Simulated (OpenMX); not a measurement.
# W: equation of state with PBE

The system is W.

```
W
1.0
    -1.58234    1.58234    1.58234
     1.58234   -1.58234    1.58234
     1.58234    1.58234   -1.58234
W
1
Cartesian
  0.0000 0.0000 0.0000
```

```json
{
 "Program": "OpenMX 3.8.5",
 "Task": "equation of state",
 "Functional": "PBE",
 "Potentials or basis": "OpenMX 2013 PBE set, W7.0-s3p2d2f1, fixed grid of 25 × 25 × 25 points",
 "k mesh": "13 × 13 × 13",
 "Occupations": "fermi-dirac, width 0.05 eV",
 "Spin": "no spin polarisation"
}
```

```
Equilibrium volume                      : 16.17 Å³/atom
Bulk modulus                            : 306 GPa
Pressure derivative of the bulk modulus : 4.2 (rough: it moves with the points fitted)
```

Energy against volume, from the lowest point:
```
volume (Å³/atom)  energy (meV/atom)
          14.897             109.86
          15.214              59.76
          15.531              25.46
          15.848               6.10
          16.165               0.00
          16.482               5.60
          16.798              21.98
```

Caveat: volumes in these bases differ from converged ones by about 1 %, for some elements by several; the basis of atomic orbitals isn't converged, which shifts pressures, moduli and gaps. The run has no spin-orbit coupling, so splittings on W are missing.
